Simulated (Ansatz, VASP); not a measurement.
**One calculation of Cu, two programs**

```xyz
1
Lattice="0.0000 1.8250 1.8250 1.8250 0.0000 1.8250 1.8250 1.8250 0.0000" Properties=species:S:1:pos:R:3 pbc="T T T"
Cu    0.0000    0.0000    0.0000
```

Alike in both runs: task relaxation of cell and atoms; functional LDA; k mesh 10 × 10 × 10; occupations gaussian, width 0.1 eV; no spin polarisation.

|  | VASP | Ansatz |
| --- | --- | --- |
| version | VASP 6.6.1 | Ansatz 0.2.0 |
| potentials or method | VASP PAW LDA potentials, release 64 (Cu) | scalar-relativistic, plane waves, PAW |
| plane-wave cutoff (eV) | 600 | 420 |
| valence electrons in the cell | 11 | 19 |

VASP gave:

```
gap on the k mesh at the Fermi level, each at its own relaxed structure (eV) : none
relaxed volume (Å³/atom)                                                     : 10.95
relaxed cell length with the largest relative difference (Å)                 : 2.492
energy change over the relaxation (meV/atom)                                 : -62
```

Question: Which values does Ansatz return?

Answer: gap on the k mesh at the Fermi level, each at its own relaxed structure (eV): none; relaxed volume (Å³/atom): 10.90; relaxed cell length with the largest relative difference (Å): 2.489; energy change over the relaxation (meV/atom): -69.

A gap of «none» marks a metal or a gap that the smearing closes. The two sets of potentials don't hold the same shells in valence. Ansatz warned: «pseudo_functional_mismatch».

 LDA usually gives volumes a few per cent too small. Zero-point motion and thermal expansion aren't in these numbers.
